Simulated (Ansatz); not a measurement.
Something may be wrong with this Ansatz 0.2.0 calculation of CaO.

File input.yaml:

```yaml
crystal:
  lattice:
    - [0.0, 2.403555696, 2.403555696]
    - [2.403555696, 0.0, 2.403555696]
    - [2.403555696, 2.403555696, 0.0]
  atoms:
    - { symbol: Ca, position: [0.0, 0.0, 0.0] }
    - { symbol: O, position: [0.5, 0.5, 0.5] }
hamiltonian:
  xc: r2scan0
  pseudopotentials: { kind: paw }
  dispersion: d3bjatm
kpoints:
  mp_grid: { grid: [5, 5, 5] }
scf:
  occupationss: { method: fixed }
  max_iter: 80
output:
  eigenvalues: true
dielectric:
  method: response
```

Potentials or basis: Ansatz PAW.

Run with:

```console
$ ansatz run input.yaml --threads 1 --pin off --max-ram 2560MiB --backend cpu --events-out ev --progress --plain --runs-dir out
```

Output:

```text
Error: YAML parse error: error: line 16 column 3: unknown field `occupationss`, expected one of max_iter, algorithm, n_extra_bands, self_checks, convergence, lower_state_search, omitted_lower_state_checks, lower_solution_reach, mixing, occupations, eigensolver, initial_density, exx
  --> <input>:16:3
   |
14 |   mp_grid: { grid: [5, 5, 5] }
15 | scf:
16 |   occupationss: { method: fixed }
   |   ^ unknown field `occupationss`, expected one of max_iter, algorithm, n_extra_bands, self_checks, convergence, lower_state_search, omitted_lower_state_checks, lower_solution_reach, mixing, occupations, eigensolver, initial_density, exx
17 |   max_iter: 80
18 | output:
   |
```

**Question.** What happened, and what is wrong with the input?

**Answer.** The input was rejected before any iteration. The input holds a flaw that was put in on purpose: a misspelt key (scf.occupations = occupationss).
